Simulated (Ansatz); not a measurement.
# A series in volume per atom on Mg

All results are calculated (Ansatz 0.2.0 development build). Equation of state of a cubic crystal from periodic Kohn-Sham density functional theory without spin; pressure corrected for the finite basis.

Cell of the first row (space group Fm-3m, No. 225):
```
cell vectors (Å)
   0.0000     2.2148     2.2148
   2.2148     0.0000     2.2148
   2.2148     2.2148     0.0000
atoms (fractions of the cell vectors)
Mg  0.00000  0.00000  0.00000
```

Settings of every row: formula Mg; structure type fcc; functional PBE; spin treatment none; k mesh 41x41x41; occupation method fermi-dirac; occupation width 0.061225619 eV; wave cutoff 420 eV; datasets soft-1 PAW; density cutoff ratio 4.

Limits: a cubic model structure, not a phase known at ambient conditions.

| row | volume per atom (Å³) | energy above lowest point (meV/atom) | pressure (GPa) |
| --- | --- | --- | --- |
| 1 | 21.729 | 10.36 | 2.491 |
| 2 | 22.191 | 4.5 | 1.586 |
| 3 | 22.653 | ? | ? |
| 4 | 23.115 | 0 | 0.025 |
| 5 | 23.578 | 0.91 | -0.646 |
| 6 | 24.04 | 3.67 | -1.253 |
| 7 | 24.502 | 8.09 | -1.802 |

Question: what energy above lowest point and pressure should row 3 give?

Worked fit of energy above lowest point. Take u = (V_r/V)^(2/3) − 1 with V_r = 23.346 Å³ an atom, which is twice the finite (Eulerian) strain; such expansions in the strain, on which the Birch-Murnaghan equation of state is built, carry the rest volume and the bulk modulus. The shown rows have u = 0.04902, 0.0344, 0.00665, -0.00657, -0.01934, -0.03171. Least squares give energy above lowest point = 0.213 − 69.52 × u + 5641.6 × u² meV/atom; a straight line predicts inner rows, each left out in turn, worse (root mean square 3.5 against 0.0036 meV/atom). All shown rows lie on it to the printed digit. Its lowest point lies at u = 0.0062, or V = 23.13 Å³ an atom, and the curvature there gives the bulk modulus at fixed shape and fractions, B = (4/9)(1 + u)² E″(u)/V = 35.2 GPa. The withheld row has u = 0.02029, so the fit gives 0.213 − 69.52 × (0.02029) + 5641.6 × (0.02029)² = 1.12 meV/atom.

The calculation gave 1.12 meV/atom. The fit meets it to the printed digit.

Worked fit of pressure. Take u = (V_r/V)^(2/3) − 1 with V_r = 23.346 Å³ an atom, which is twice the finite (Eulerian) strain; such expansions in the strain, on which the Birch-Murnaghan equation of state is built, carry the rest volume and the bulk modulus. The shown rows have u = 0.04902, 0.0344, 0.00665, -0.00657, -0.01934, -0.03171. Least squares give pressure = −0.3184 + 50.898 × u + 130.53 × u² GPa; a straight line predicts inner rows, each left out in turn, worse (root mean square 0.082 against 0.0015 GPa). The rows lie off it by 0.001, -0.001, -0.001, 0.001, 0.001, -0.001. The pressure vanishes at u = 0.0062, or V = 23.13 Å³ an atom, and there the bulk modulus at fixed shape and fractions is B = −V dP/dV = (2/3)(1 + u) dP/du = 35.2 GPa. The withheld row has u = 0.02029, so the fit gives −0.3184 + 50.898 × (0.02029) + 130.53 × (0.02029)² = 0.768 GPa.

The calculation gave 0.766 GPa. The fit lies 0.002 GPa (0.047 % of the column's range) above it; its largest miss of a shown row is 0.001 GPa.
